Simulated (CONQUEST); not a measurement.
KBr under changes of volume

One of the cells (35.937 Å³/atom); the others are scaled copies at fixed shape and fractional positions:

```
Br K
1.0
     4.66690    0.00000    0.00000
     0.00000    4.66690    0.00000
     0.00000    0.00000    6.60000
Br K
2 2
Direct
  0.00000 0.00000 0.50000
  0.50000 0.50000 0.00000
  0.00000 0.00000 0.00000
  0.50000 0.50000 0.50000
```

* Program: CONQUEST 1.3
* Functional: PBEsol
* Potentials or basis: PseudoDojo NC PBEsol, DZP, grid of 48 × 48 × 64 points
* k mesh: 6 × 6 × 4
* Occupations: fermi-dirac, width 0.05 eV
* Spin: no spin polarisation

| volume (Å³/atom) | energy over the lowest point (meV/atom) | pressure (GPa) | gap on the mesh (eV) |
| --- | --- | --- | --- |
| 33.781 | ? | ? | ? |
| 34.500 | 0.61 | 0.3 | 4.51 |
| 35.218 | 0.00 | 0.0 | 4.45 |
| 35.937 | 0.57 | -0.3 | 4.39 |
| 36.656 | 2.85 | -0.8 | 4.33 |
| 37.374 | 6.88 | -1.0 | 4.28 |
| 38.093 | 11.41 | -1.0 | 4.23 |

Q: What does the run at 33.781 Å³/atom give?

A: Energy over the lowest point 2.38 meV/atom; pressure 0.6 GPa; gap on the mesh 4.57 eV.

Worked out: A Birch-Murnaghan fit of order 3 (a polynomial in V^(-2/3)) to the other rows has its minimum at 35.20 Å³/atom with B0 = V·E''(V) = 18.4 GPa and B' = 4.9. It gives 3.39 meV/atom at 33.781 Å³/atom, against the run's 2.38, and -dE/dV = 0.8 GPa, against 0.6. A straight line through the other rows of the gap, of slope -2.84 eV per unit of ln V, extrapolates to 4.57 eV, against the run's 4.57.

Energies are extrapolated to zero smearing.

Caveats: the basis of atomic orbitals isn't converged, which shifts pressures, moduli and gaps; the real-space grid breaks the cell's symmetry a little (some runs).

A mesh can miss the band edges. Spin-orbit coupling on Br is left out.
